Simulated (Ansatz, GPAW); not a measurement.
Given: the input of a run of Ansatz 0.2.0 on Zr (Zirconium). 

Contents of input.yaml:

```yaml
crystal:
  lattice:
    - [3.232, 0.0, 0.0]
    - [-1.616, 2.798994105, 0.0]
    - [0.0, 0.0, 5.147]
  atoms:
    - { symbol: Zr, position: [0.6666666667, 0.3333333333, 0.75] }
    - { symbol: Zr, position: [0.3333333333, 0.6666666667, 0.25] }
kpoints:
  mp_grid: { grid: [9, 9, 5] }
scf:
  occupations: { method: gaussian, width: 0.026 }
hamiltonian:
  xc: pbe
  pseudopotentials: { kind: all_electron, lapw: { basis_error: 0.001 } }
output:
  forces: true
  stress: true
  eigenvalues: true
```

Potentials or basis: all-electron LAPW, scalar-relativistic.

Command:

```bash
$ ansatz run input.yaml --threads 1 --pin off --max-ram 3072MiB --backend cpu --events-out ev --progress --plain --runs-dir out
```

Problem. What does the same run look like in GPAW 26.7.0 (ASE script)? Potentials or basis there: GPAW PAW data sets (gpaw-data 1.2.1), cutoff 600 eV.

Solution. As run (cutoffs and basis follow the program's own potentials, and thresholds, step limits or extra output files can differ):

File run.py:

```python
from ase.dft.bandgap import bandgap
from ase.io import read, write
from ase.units import GPa
from gpaw import GPAW, PW

atoms = read('POSCAR')

calc = GPAW(mode=PW(600),
            xc='PBE',
            kpts={'size': (9, 9, 5), 'gamma': True},
            occupations={'name': 'methfessel-paxton', 'order': 0, 'width': 0.026000000000000002},
            nbands=24,
            convergence={'density': 1e-05, 'energy': 1e-05},
            maxiter=150,
            txt='gpaw.txt')
atoms.calc = calc
energy = atoms.get_potential_energy()
forces = atoms.get_forces()
stress = atoms.get_stress()
calc.write('gs.gpw')
write('result.traj', atoms)
print(f'Energy: {energy:.6f} eV')
print('Forces (eV/A):')
print(forces.round(4))
print('Stress (GPa):', (stress / GPa).round(3))
print('Fermi level:', round(calc.get_fermi_level(), 4), 'eV')
print(f'Gap: {bandgap(calc)[0]:.4f} eV, direct: {bandgap(calc, direct=True)[0]:.4f} eV')
```

The input POSCAR:

```
Zr
1.0
    3.2320000000      0.0000000000      0.0000000000
   -1.6160000000      2.7989941050      0.0000000000
    0.0000000000      0.0000000000      5.1470000000
Zr
2
Direct
    0.6666666667      0.3333333333      0.7500000000
    0.3333333333      0.6666666667      0.2500000000
```

Potentials or basis: GPAW PAW data sets (gpaw-data 1.2.1), pw.

Command:

```sh
$ OMP_NUM_THREADS=1 python run.py
```

Both were run:

|  | Ansatz | GPAW |
| --- | --- | --- |
| Pressure | 0.6 GPa | 0.2 GPa |

Where Ansatz's input types no cutoff or centring, it takes its own default and a Γ-centred mesh.

Pressure is positive in compression.
